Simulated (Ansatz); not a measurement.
Ansatz input

```yaml
crystal:
  lattice:
    - [0.0, 1.722972218, 1.722972218]
    - [1.722972218, 0.0, 1.722972218]
    - [1.722972218, 1.722972218, 0.0]
  atoms:
    - { symbol: Cr, position: [0.0, 0.0, 0.0], spin: 1.5 }
hamiltonian:
  xc: lda
  pseudopotentials:
    kind: paw
    azcp:
      Cr: "pseudopotentials/Cr.paw.azcp"
basis:
  ecutwfc: 420
  fft_grid_basis: typed
kpoints:
  mp_grid: { grid: [17, 17, 17], shift: [0, 0, 0] }
magnetization:
  spin_polarized: true
scf:
  occupations: { method: fermi_dirac, width: 0.05 }
  lower_state_search: "off"
output:
  stress: true
```

and its output:

```
Warning: the record states the generating functional pbe (its physics header spells it `PBE`), which answers neither for hamiltonian.xc's functional nor for the lda family's — results may be inconsistent (PPs are generated against a specific XC)
Engine: ansatz 0.2.0, x86_64-unknown-linux-gnu
Pseudopotentials: kind: paw
Pseudopotential: Cr, paw, valence charge 14, recommended cutoff 420 eV (normal) 
Functional definition: SPW92
  exchange = slater_x
  correlation = pw_c
Crystal: 1 atoms, lattice volume = 10.230 Å³
Basis set: ecut = 420 eV, 181 PW (Γ)
Bands: 12, of which v1, the nominal top of the filled ones, is band 7 counted from 1 (6 counted from 0)
Symmetry: 48 space group operations
Space group: Fm-3m (ITA 225), of the structure as read, at distance tolerance 2.2e-5 Å
Magnetic group: BNS 225.116 (UNI 1618), of the structure as read, at distance tolerance 2.2e-5 Å
k-points: 165 of 4913
Non-local potential: Cr, projectors of the file, l = 0: 3, l = 1: 2, l = 2: 3, l = 3: 1
PAW form: soft (Blöchl's): semilocal exchange-correlation on the pseudo side does not see the compensation charge
PAW frozen core: Cr, regenerated for the run's functional, and the local potential with it (the file was generated under x = pbe(κ = 0.804, μ = 0.2195149727645171), c = pbe(β = 0.06672455060314922))
PAW one-centre angular grid: Cr, 590 points (default); XC on 64 Gauss nodes
Initial density: superposition of atomic densities (chi_scale 0.1, normalization cell)
Starting moments: Σ|m| = 1.5 μB on 1 of 1 site
Initial wavefunctions: pseudopotential atomic-orbital guess
Functional: x = slater, c = lda
SCF iter   1: F=—  HF=-3323.814979 eV  |F-HF|=—  |Δ(HF+E_count)|=         —  Δρ=2.19e-1 (↑2.19e-1 ↓6.15e-2)  dr2=4.71e0  dr2_m=1.02e0  M=0.605 μB ∫|m|=0.607 μB  β_m=0.30  ethr=3.10e-3  ⟨swp⟩=4.0  Hψ=18650  notcnv=0
SCF iter   2: F=—  HF=-3322.513121 eV  |F-HF|=—  |Δ(HF+E_count)|=    1.30e0  Δρ=8.51e-2 (↑8.51e-2 ↓5.77e-2)  dr2=2.16e-1  dr2_m=4.24e-1  M=0.646 μB ∫|m|=0.646 μB  β_m=0.30  ethr=3.10e-3  ⟨swp⟩=2.1  Hψ=10457  notcnv=0  defer=132
SCF iter   3: F=—  HF=-3322.493748 eV  |F-HF|=—  |Δ(HF+E_count)|=   1.94e-2  Δρ=5.70e-2 (↑5.25e-2 ↓5.70e-2)  dr2=1.99e-2  dr2_m=2.66e-1  M=0.579 μB ∫|m|=0.580 μB  β_m=0.30  ethr=1.54e-3  ⟨swp⟩=2.1  Hψ=6443  notcnv=0  defer=126
SCF iter   4: F=—  HF=-3322.507474 eV  |F-HF|=—  |Δ(HF+E_count)|=   1.37e-2  Δρ=4.68e-2 (↑4.68e-2 ↓4.41e-2)  dr2=7.20e-4  dr2_m=1.93e-1  M=0.500 μB ∫|m|=0.501 μB  β_m=0.30  ethr=1.42e-4  ⟨swp⟩=2.0  Hψ=7563  notcnv=0  defer=126
SCF iter   5: F=—  HF=-3322.528222 eV  |F-HF|=—  |Δ(HF+E_count)|=   2.07e-2  Δρ=3.89e-2 (↑3.84e-2 ↓3.89e-2)  dr2=8.87e-5  dr2_m=1.40e-1  M=0.433 μB ∫|m|=0.433 μB  β_m=0.30  ethr=5.15e-6  ⟨swp⟩=1.6  Hψ=5911  notcnv=0  defer=126
SCF iter   6: F=—  HF=-3322.543728 eV  |F-HF|=—  |Δ(HF+E_count)|=   1.55e-2  Δρ=3.32e-2 (↑3.27e-2 ↓3.32e-2)  dr2=2.65e-5  dr2_m=1.02e-1  M=0.375 μB ∫|m|=0.375 μB  β_m=0.30  ethr=6.34e-7  ⟨swp⟩=2.0  Hψ=6311  notcnv=0  defer=126
SCF iter   7: F=—  HF=-3322.554971 eV  |F-HF|=—  |Δ(HF+E_count)|=   1.12e-2  Δρ=2.81e-2 (↑2.81e-2 ↓2.79e-2)  dr2=6.80e-6  dr2_m=7.35e-2  M=0.327 μB ∫|m|=0.327 μB  β_m=0.30  ethr=1.89e-7  ⟨swp⟩=2.0  Hψ=6081  notcnv=0  defer=126
SCF iter   8: F=—  HF=-3322.563141 eV  |F-HF|=—  |Δ(HF+E_count)|=   8.17e-3  Δρ=2.39e-2 (↑2.39e-2 ↓2.35e-2)  dr2=3.00e-5  dr2_m=5.26e-2  M=0.287 μB ∫|m|=0.287 μB  β_m=0.30  ethr=4.86e-8  ⟨swp⟩=2.2  Hψ=6280  notcnv=0  defer=126
Mixer restart at iter 8: flushing history
spin-set hold released at iteration 8 (site moments contracting): the magnetisation degrees of freedom join the quasi-Newton model from the next iteration; the mixer history was flushed
SCF iter   9: F=—  HF=-3322.569021 eV  |F-HF|=—  |Δ(HF+E_count)|=   5.88e-3  Δρ=2.01e-2 (↑2.01e-2 ↓2.01e-2)  dr2=1.05e-5  dr2_m=3.77e-2  M=0.253 μB ∫|m|=0.253 μB  β_m=0.39  ethr=4.86e-8  ⟨swp⟩=2.2  Hψ=6152  notcnv=0  defer=126
SCF iter  10: F=—  HF=-3322.582217 eV  |F-HF|=—  |Δ(HF+E_count)|=   1.32e-2  Δρ=9.71e-3 (↑9.71e-3 ↓8.33e-3)  dr2=1.76e-4  dr2_m=7.61e-3  M=0.129 μB ∫|m|=0.129 μB  β_m=0.52  ethr=4.86e-8  ⟨swp⟩=2.8  Hψ=7579  notcnv=0  defer=126
SCF iter  11: F=—  HF=-3322.585984 eV  |F-HF|=—  |Δ(HF+E_count)|=   3.77e-3  Δρ=1.64e-3 (↑1.15e-3 ↓1.64e-3)  dr2=3.19e-5  dr2_m=1.75e-4  M=0.025 μB ∫|m|=0.025 μB  β_m=0.55  ethr=4.86e-8  ⟨swp⟩=2.6  Hψ=7375  notcnv=0  defer=125
SCF iter  12: F=—  HF=-3322.586106 eV  |F-HF|=—  |Δ(HF+E_count)|=   1.23e-4  Δρ=4.85e-4 (↑4.85e-4 ↓3.78e-4)  dr2=2.47e-6  dr2_m=1.64e-5  M=0.009 μB ∫|m|=0.009 μB  β_m=0.78  ethr=4.86e-8  ⟨swp⟩=2.0  Hψ=6306  notcnv=0  defer=124
SCF iter  13: F=—  HF=-3322.586127 eV  |F-HF|=—  |Δ(HF+E_count)|=   2.07e-5  Δρ=2.34e-4 (↑2.34e-4 ↓2.16e-4)  dr2=5.99e-8  dr2_m=4.72e-6  M=-0.003 μB ∫|m|=0.003 μB  β_m=0.73  ethr=7.14e-10  ⟨swp⟩=2.1  Hψ=12917  notcnv=0
SCF iter  14: F=—  HF=-3322.586129 eV  |F-HF|=—  |Δ(HF+E_count)|=   2.23e-6  Δρ=4.54e-5 (↑4.54e-5 ↓4.23e-5)  dr2=3.35e-9  dr2_m=1.78e-7  M=-0.001 μB ∫|m|=0.001 μB  β_m=0.87  ethr=4.28e-10  ⟨swp⟩=3.5  Hψ=10259  notcnv=0
iter 15 did not close the SCF: its close was put off for a magnetic moment that had not settled (scf_convergence_deferred on its scf_iter line)
SCF iter  15: F=-3322.586129 eV  HF=-3322.586129 eV  |F-HF|=1.08e-10  |Δ(HF+E_count)|=   8.15e-8  Δρ=2.69e-6 (↑2.69e-6 ↓2.23e-6)  dr2=3.25e-11  dr2_m=5.64e-10  M=-0.000 μB ∫|m|=0.000 μB  β_m=0.93  ethr=2.39e-11  ⟨swp⟩=3.0  Hψ=8819  notcnv=0
SCF iter  16: F=-3322.586129 eV  HF=-3322.586129 eV  |F-HF|=0.00e0  |Δ(HF+E_count)|=  1.87e-10  Δρ=1.31e-7 (↑1.31e-7 ↓8.82e-8)  dr2=5.38e-13  dr2_m=1.00e-12  M=0.000 μB ∫|m|=0.000 μB  ethr=1.00e-12  ⟨swp⟩=1.0  Hψ=11038  notcnv=0
WARN: the starting moments were not kept: the SCF closed with an absolute magnetisation of 6.9e-7 μB, where they sum to 1.5 μB in size (1 site). That is at most 0.1 of that sum. Measured as dr2_m measures the in/out step, that magnetisation stands 1.9e-13 eV from none, at or under the dr2_threshold of 1.0e-7 eV: it is no larger than a step whose dr2_m would equal this threshold. The system may hold no moment; this SCF shows only that its start led to no more than that. To try another start: raise the starting moments (crystal.atoms[].spin, magnetization.per_species, magnetization.initial_magnetization, or on a non-collinear deck that types none of these the spinor_matrix: blocks that start its atoms; where the total moment is fixed, keep their sum and leave initial_magnetization as it is; typed ones take the place of any that the run laid by itself, positive ones on a crystal's lanthanoids without a Hubbard term where scf.initial_density.shell_occupations: [] is typed) or, if the notice of its spin-set hold's release reads "site moments contracting" or "site moments show no strong build", lengthen the hold (scf.mixing.spin_hold: { on: { confirm: 4 } }; for m-r²SCAN on two components see the key's manual first). Each may lead to a state that holds a moment. A second SCF, from the converged charge density, with the starting moments and any scf.initial_density.shell_occupations laid on it anew, would have followed, and was not run: the deck does not ask for one (magnetization.retry_lost_moments is false, the default). To let it run, set magnetization.retry_lost_moments: true and run the deck again, where that key's refused combinations let it; where memory then withholds it, that run's warning says so.
SCF 1 converged in 16 iterations: F = -3322.586129 eV  dr2 = 5.38e-13
SCF converged after 16 iterations
Magnetization: 0.0000 μB (7.0000 up, 7.0000 down)
Absolute magnetization: 0.0000 μB (∫|ρ↑−ρ↓|, with the PAW one-centre terms)
Spin contamination: 0.0000 ħ² per cell (⟨S²⟩ above its minimum at these occupations)
Per-site moments (μB) at R_I (Å): [(4.862309504893727e-7, 1.0051184047936568)]
Free energy (F): -3322.586129 eV
Harris-Foulkes:  -3322.586129 eV  (|F-HF|=0.00e0)
Internal energy: -3322.573556 eV  (E = F + TS)
E sigma→0 (E₀):  -3322.579843 eV
Entropy (-TS):   -0.012573 eV (-12.573 meV/atom)
Fermi energy:    21.658038 eV
--- Per-component energies (eV) ---
  E_band       = -105.269082
  E_kinetic    = 348.416208
  E_local      = -1076.456583  (includes V_loc(G=0)·N_el)
  E_nonlocal   = 85.459368
  E_hartree    = 480.331091
  E_xc         = -140.539514
  E_vxc        = -180.327133  (∫ρ·V_xc dr)
  E_paw        = -1142.580679  (= ΣΔE_a)
  E_vpaw       = -243.023409  (= ΣTr[D̂ρ^β])
  E_aug_tail   = 0.000318  (compensation charges beyond the density's cutoff)
  E_ewald      = -1877.568889
  E_core_change = 0.365125  (= ΣΔE_core)
  E_smearing   = -0.012573  (= −TS)
  E_closure    = 0.000000  (closes the sum)
  Σ components = -3322.586129   (vs F -3322.586129, Δ=0.00e0)
--- Stress (GPa, compression-positive) ---
       27.557468       0.000000       0.000000
        0.000000      27.557468      -0.000000
       -0.000000       0.000000      27.557468
  P = ⅓ Tr σ = 27.5575 GPa (275.575 kbar)
```
